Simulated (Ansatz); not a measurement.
# MgO: the cost of one run

Method: DFT PBEsol, scalar-relativistic, plane waves, PAW, in Ansatz 0.2.0.

2 further runs of the same task are left out: 2 set aside as unsound or not needed.

### 1 The starting structure

The structure is hexagonal, space group P6_3mc (No. 186). The conventional cell has a = 3.303 Å, b = 3.303 Å, c = 5.020 Å, α = 90.00°, β = 90.00°, γ = 120.00°. Around Mg (site symmetry 3m) lie 4 O at 1.98 to 1.99 Å. O (site symmetry 3m) has 4 Mg at 1.98 to 1.99 Å as nearest neighbours.

As a file:

```
CELL_PARAMETERS angstrom
-1.65141 2.86033 -5.02032
-1.65141 2.86033 5.02032
6.60565 0.00000 0.00000
ATOMIC_POSITIONS crystal
Mg 0.33148 0.33519 0.16667
Mg 0.83148 0.83519 0.16667
Mg 0.33148 0.33519 0.66667
Mg 0.83148 0.83519 0.66667
Mg 0.91481 0.41852 0.33333
Mg 0.41481 0.91852 0.33333
Mg 0.91481 0.41852 0.83333
Mg 0.41481 0.91852 0.83333
O 0.13289 0.53378 0.16667
O 0.63289 0.03378 0.16667
O 0.13289 0.53378 0.66667
O 0.63289 0.03378 0.66667
O 0.71622 0.61711 0.33333
O 0.21622 0.11711 0.33333
O 0.71622 0.61711 0.83333
O 0.21622 0.11711 0.83333
```

It goes back to an entry of the Materials Project, which need not be the stable form.

It is built from the cell relaxed beforehand with the same method (11.86 Å³/atom).

### 2 The perfect supercell on the trajectory's mesh

input.yaml

```yaml
crystal:
  lattice:
    - [-1.6514125472, 2.8603304359, -5.0203150538]
    - [-1.6514125472, 2.8603304359, 5.0203150538]
    - [6.6056501886, 1.0e-10, 0.0]
  atoms:
    - { symbol: Mg, position: [0.331475538, 0.3351911287, 0.1666666667] }
    - { symbol: Mg, position: [0.831475538, 0.8351911287, 0.1666666667] }
    - { symbol: Mg, position: [0.331475538, 0.3351911287, 0.6666666667] }
    - { symbol: Mg, position: [0.831475538, 0.8351911287, 0.6666666667] }
    - { symbol: Mg, position: [0.9148088713, 0.418524462, 0.3333333333] }
    - { symbol: Mg, position: [0.4148088713, 0.918524462, 0.3333333333] }
    - { symbol: Mg, position: [0.9148088713, 0.418524462, 0.8333333333] }
    - { symbol: Mg, position: [0.4148088713, 0.918524462, 0.8333333333] }
    - { symbol: O, position: [0.1328911287, 0.533775538, 0.1666666667] }
    - { symbol: O, position: [0.6328911287, 0.033775538, 0.1666666667] }
    - { symbol: O, position: [0.1328911287, 0.533775538, 0.6666666667] }
    - { symbol: O, position: [0.6328911287, 0.033775538, 0.6666666667] }
    - { symbol: O, position: [0.716224462, 0.6171088713, 0.3333333333] }
    - { symbol: O, position: [0.216224462, 0.1171088713, 0.3333333333] }
    - { symbol: O, position: [0.716224462, 0.6171088713, 0.8333333333] }
    - { symbol: O, position: [0.216224462, 0.1171088713, 0.8333333333] }
  symmetry: { detect: false }
basis:
  ecutwfc: 420
kpoints:
  mp_grid: { grid: [2, 2, 2], shift: [0.5, 0.5, 0.5] }
hamiltonian:
  xc: pbesol
scf:
  occupations: { method: gaussian, width: 0.02 }
output:
  forces: true
  stress: true
  eigenvalues: true
```

Started as:

```bash
ansatz run input.yaml --threads 4 --pin off --max-ram 9216MiB --backend cpu --events-out ev --progress --plain --runs-dir out
```

**Question.** How long does this run take on 4 threads of Intel Xeon at 2.70GHz, shared host, and how much memory does it need?

About 3.1 s, with a peak of 0.56 GiB.
